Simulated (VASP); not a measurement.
Runs of VASP 6.6.1 on SiC. All rows change the cell; the cell of one of them follows. It takes space group I-4m2 (No. 119, tetragonal). Conventional cell: a = 3.075 Å, b = 3.075 Å, c = 4.478 Å, α = 90.00°, β = 90.00°, γ = 90.00°. Around Si (site symmetry -4m2) lie 4 C at 1.90 Å. C (site symmetry -4m2) is surrounded by 4 Si at 1.90 Å. 

| cell | gap on the mesh (eV) | pressure (GPa) |
| --- | --- | --- |
| strain +0.0300 x Voigt [0, 1, 0, 0, 0, 0], atoms carried along | (a) | -5.4 |
| strain +0.0450 x Voigt [0, 1, 0, 0, 0, 0], atoms carried along | 1.51 | -8.3 |
| strain +0.0150 x Voigt [0, 1, 0, 0, 0, 0], atoms carried along | (c) | -2.2 |
| strain -0.0450 x Voigt [0, 1, 0, 0, 0, 0], atoms carried along | 1.20 | (b) |

Alike in all rows: task single point; level r2SCAN; potentials or basis VASP PAW PBE potentials, release 64 (Si, C); no spin polarisation; k mesh 12 × 12 × 12; cutoff (eV) 520; smearing gaussian 0.05 eV.

Q: Estimate the missing entries.

A: (a) 1.58; (b) 12.6; (c) 1.65.

Caveats: the PAW data sets were made with another functional, which shifts forces and pressure a little.

A k mesh can miss the band edges.
